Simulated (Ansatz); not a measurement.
# Se: distorted cells

All numbers below come from DFT PBE, scalar-relativistic, plane waves, PAW in Ansatz 0.2.0.

Settings: cutoff 420 eV, Γ-centred mesh 12×12×12 on the computed 2-atom cell, Gaussian smearing of 0.10 eV; no spin polarisation.

Reference cell:

```xyz
2
Lattice="0.0000 3.1256 3.1256 3.1256 0.0000 3.1256 3.1256 3.1256 0.0000" Properties=species:S:1:pos:R:3 pbc="T T T"
Se    3.1256    3.1256    3.1256
Se    4.6883    4.6883    4.6883
```

Each variant moves atoms of this cell by the vectors given, if any (Å), and then applies a symmetric strain (tensor components, Cartesian axes). The reference cell isn't relaxed at this level. Energies are per atom at zero smearing, counted from the lowest variant. Pressure is positive in compression.

1. strain (xx yy zz yz xz xy, %) 0.05 0.05 0.05 0.00 0.00 0.00
2. strain (xx yy zz yz xz xy, %) 2.99 2.99 2.99 0.00 0.00 0.00
3. strain (xx yy zz yz xz xy, %) 4.00 4.00 4.00 0.00 0.00 0.00

```
result  ΔE (meV/atom) P (GPa)
     A            0.0     1.58
     B            3.6    -1.73
     C           16.9    -2.59
```

Question: Which variant gave which result?

Answer: A is 1, B is 2, C is 3. The pressure falls as the cell grows: from the smallest volume to the largest the variants are 1, 2, 3.

Spin polarisation was left out, and a magnetic state may lie lower.

This diamond-type form isn't the element's structure at ambient conditions.